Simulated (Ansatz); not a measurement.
Predict the output of the script below (Ansatz 0.2.0, Python API).

Input file `cas.vasp`:
```text
CaS
1.0
   0.00000000    2.84300000    2.84300000
   2.84300000    0.00000000    2.84300000
   2.84300000    2.84300000    0.00000000
Ca S
1 1
Direct
   0.00000000    0.00000000    0.00000000
   0.50000000    0.50000000    0.50000000
```

The script, `run_pipeline.py`:
```python
"""Relax CaS, then bands and states at the relaxed cell."""

import warnings

import ansatz as az
from ase.io import read
import numpy as np


def count_gap(report):
    # lowest empty less highest filled band, counting bands; zero where they overlap
    return max(report.get("gap_by_band_count_ev") or 0.0, 0.0)


def with_settings(crystal, spacing):
    return (
        crystal.calculation()
        .functional("PBE")
        .pseudopotentials("paw")
        .occupations(az.OccupationsMethod.FIXED)
        .kpoints(spacing=spacing)
    )

warnings.simplefilter("ignore", az.DeckWarning)

atoms = read("cas.vasp", format="vasp")
structure = az.Crystal.from_ase(atoms)

relaxed = with_settings(structure, 0.45).relax(cell=True, force_tolerance=0.01, max_steps=40).checkpoint(write="relax.run").run(threads=1, backend="cpu")
cell = np.asarray(relaxed.lattice.cell_ang)
print("relaxed edges (A):", np.linalg.norm(cell, axis=1).round(4), " volume:", round(abs(np.linalg.det(cell)), 3), "A^3")
for site in relaxed.lattice.sites:
    print(" ", site.symbol, np.round(site.position_frac, 4) + 0.0)

final = az.Crystal.from_checkpoint("relax.run")
result = with_settings(final, 0.34).stress().band_table().density_of_states(energy_step=0.05).run(threads=1, backend="cpu")
r = result.report
dos = result.density_of_states()
print(f"pressure at the relaxed cell {np.trace(r['stress_gpa']) / 3:.3f} GPa, gap by band count {count_gap(r):.3f} eV")
if count_gap(r) == 0:
    print("states/eV at the Fermi level:", round(float(np.interp(dos.fermi_ev, dos.energies_ev, dos.spin_summed_g_bin_mean_per_ev)), 3))
```

Running `python run_pipeline.py` prints:
```text
relaxed edges (A): [4.0396 4.0396 4.0396]  volume: 46.613 A^3
  Ca [0. 0. 0.]
  S [0.5 0.5 0.5]
pressure at the relaxed cell -0.027 GPa, gap by band count 2.382 eV
```

Reading the output:
- Along an axis with an odd division the mesh misses the point at one half; a gap read on a finite mesh is an upper bound on this functional's gap.
- Semilocal gaps usually lie well under measured ones.
- Of the deposited cell: the entry's cell lengths or inner coordinates differ somewhat from later room-temperature determinations.
- The crystal has a gap of about 2.38 eV on the mesh; bins of finite width blur the band edges.
- The starting cell is as deposited in a crystallographic database; the results hold for this polymorph, which needn't be the stable one.
- Levels are Kohn-Sham eigenvalues on this mesh.
- Where the second run takes another functional or mesh than the relaxation, its pressure isn't zero; pressure is positive in compression.
- The computed bands are complete only to about 4.2 eV above the Fermi level; beyond that the density of states is undercounted.
- Run time: 3.9 s on 1 thread of Arm Neoverse V1, on a shared host, peak memory 0.41 GiB.

(Lines on the test bed's own set-up are left out of the output.)
